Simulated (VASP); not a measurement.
**C: equation of state with PBE**

C, a slab with vacuum:

```
C
1.0
     2.45623    0.00000    0.00000
    -1.22811    2.12716    0.00000
     0.00000    0.00000   24.13396
C
4
Direct
  0.66667 0.33333 0.57048
  0.33333 0.66667 0.42952
  0.00000 0.00000 0.42953
  0.00000 0.00000 0.57047
```

| Property | Result |
| --- | --- |
| Program | VASP 6.6.1 |
| Task | equation of state |
| Functional | PBE |
| Potentials or basis | VASP PAW PBE potentials, release 64 (C) |
| Cutoff | 520 eV |
| k mesh | 12 × 12 × 2 |
| Occupations | fermi-dirac, width 0.05 eV |
| Spin | no spin polarisation |
| Further INCAR settings | ALGO = Normal; EDIFF = 1e-07; NBANDS = 16 |

| Quantity | Value |
| --- | --- |
| Equilibrium volume | 32.03 Å³/atom |
| Bulk modulus at fixed shape and positions | 76 GPa |
| Pressure derivative of the bulk modulus | 3.5 |

Energy against volume, from the lowest point:
| volume (Å³/atom) | energy (meV/atom) |
| --- | --- |
| 29.632 | 47.64 |
| 30.263 | 25.02 |
| 30.893 | 9.97 |
| 31.524 | 1.83 |
| 32.154 | 0.00 |
| 32.785 | 3.95 |
| 33.415 | 13.18 |

All runs of the series together: 10 min on 1 thread of Intel(R) Xeon(R) Platinum 8488C (Sapphire Rapids), on a shared host.

Caveat: the cell was scaled at fixed shape and fractional positions, which overstates the stiffness of a crystal with free parameters, most of all of layers and chains.
